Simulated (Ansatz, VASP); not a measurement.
## One calculation of Cd, two programs

```
Cd
1.0
     3.13694    0.00000    0.00000
     1.56847    2.71667    0.00000
     1.56847    0.90556    2.56130
Cd
1
Direct
  0.00000 0.00000 0.00000
```

Alike in both runs: task relaxation of cell and atoms; functional LDA; k mesh 10 × 10 × 10; occupations methfessel-paxton of order 1, width 0.2 eV; no spin polarisation.

```csv
,VASP,Ansatz
version,VASP 6.6.1,Ansatz 0.2.0
potentials or method,"VASP PAW LDA potentials, release 64 (Cd), cutoff 600 eV","all-electron LAPW, scalar-relativistic"
```

|  | VASP | Ansatz | Ansatz less VASP |
| --- | --- | --- | --- |
| relaxed volume (Å³/atom) | 20.10 | 19.96 | -0.140 |
| relaxed cell length with the largest relative difference (Å) | 3.052 | 3.045 | -0.0071 |
| energy change over the relaxation (meV/atom) | -26 | -30 | -4.0 |

Ansatz ran all-electron here, so the differences hold the error of VASP's frozen core and of both bases.
